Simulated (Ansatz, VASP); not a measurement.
Two plane-wave programs on Al2O3

```
Al O
1.0
     2.38025    1.37424    4.33187
    -2.38025    1.37424    4.33187
     0.00000   -2.74848    4.33187
Al O
4 6
Direct
  0.35205 0.35205 0.35205
  0.14795 0.14795 0.14795
  0.64795 0.64795 0.64795
  0.85205 0.85205 0.85205
  0.55649 0.94351 0.25000
  0.25000 0.55649 0.94351
  0.94351 0.25000 0.55649
  0.44351 0.05649 0.75000
  0.75000 0.44351 0.05649
  0.05649 0.75000 0.44351
```

Alike in both runs: functional PBE; k mesh 6 × 6 × 6; no spin polarisation.

Ansatz relaxed the structure, and its values are those at the end. VASP's run is a single point on that final structure, the one shown.

|  | VASP | Ansatz |
| --- | --- | --- |
| version | VASP 6.6.1 | Ansatz 0.2.0 |
| potentials or method | VASP PAW PBE potentials, release 64 (Al, O) | scalar-relativistic, plane waves, PAW |
| plane-wave cutoff (eV) | 520 | 420 |
| occupations | gaussian, width 0.01 eV | fixed |
| valence electrons in the cell | 48 | 48 |

```tsv
	VASP	Ansatz	Ansatz less VASP
gap on the k mesh at the Fermi level (eV)	6.22	6.22	+0.002
least direct gap on the mesh (eV)	6.22	6.22	+0.002
pressure (GPa)	7.2	7.3	+0.14
```

Ansatz warned: «stress_scf_threshold_loose».

A k mesh can miss the band edges.
